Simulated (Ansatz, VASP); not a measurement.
Ti: VASP beside Ansatz

INCAR

```
SYSTEM = Ti
  AGGAC = 1.0
  AGGAX = 1.0
  ALDAC = 0.0
  ALDAX = 1.0
  ALGO = Normal
  EDIFF = 1E-7
  ENCUT = 520
  GGA = B5
  ISIF = 2
  ISMEAR = -1
  LASPH = .True.
  LCHARG = .False.
  LREAL = .False.
  LWAVE = .False.
  NBANDS = 12
  NELM = 100
  PREC = Accurate
  SIGMA = 0.05
```

Contents of KPOINTS:

```
k-points
0
Gamma
  11 11 11
  0 0 0
```

POSCAR

```
Ti
1.0
   -1.6410000000      1.6410000000      1.6410000000
    1.6410000000     -1.6410000000      1.6410000000
    1.6410000000      1.6410000000     -1.6410000000
Ti
1
Direct
    0.0000000000      0.0000000000      0.0000000000
```

input.yaml

```yaml
crystal:
  lattice:
    - [-1.641, 1.641, 1.641]
    - [1.641, -1.641, 1.641]
    - [1.641, 1.641, -1.641]
  atoms:
    - { symbol: Ti, position: [0.0, 0.0, 0.0] }
kpoints:
  mp_grid: { grid: [11, 11, 11] }
  band_path:
    path:
      - [0.0, 0.0, 0.0]
      - [0.5, -0.5, 0.5]
      - [0.0, 0.0, 0.5]
      - [0.0, 0.0, 0.0]
      - [0.25, 0.25, 0.25]
      - [0.5, -0.5, 0.5]
    npoints: 10
scf:
  occupations: { method: fermi_dirac, width: 0.05 }
hamiltonian:
  xc: blyp
  pseudopotentials: { kind: all_electron, lapw: { basis_error: 0.001 } }
output:
  forces: true
  stress: true
  eigenvalues: true
```

This isn't the form of Ti at room conditions, which is hcp.

Alike in both runs: functional BLYP; k mesh 11 × 11 × 11; occupations fermi-dirac, width 0.05 eV; no spin polarisation.

```csv
,VASP,Ansatz
version,VASP 6.6.1,Ansatz 0.2.0
potentials or method,"VASP PAW PBE potentials, release 64 (Ti_sv)","all-electron LAPW, scalar-relativistic"
plane-wave cutoff (eV),520,see its input
task,single point,band structure
```

```csv
,VASP,Ansatz,Ansatz less VASP
gap on the k mesh at the Fermi level (eV),none,none,-
pressure (GPa),-0.4,-0.3,+0.06
```

A gap of «none» marks a metal or a gap that the smearing closes. Ansatz ran all-electron here, so the differences hold the error of VASP's frozen core and of both bases.

Caveats: the PAW data sets were made with another functional, which shifts forces and pressure a little (VASP).
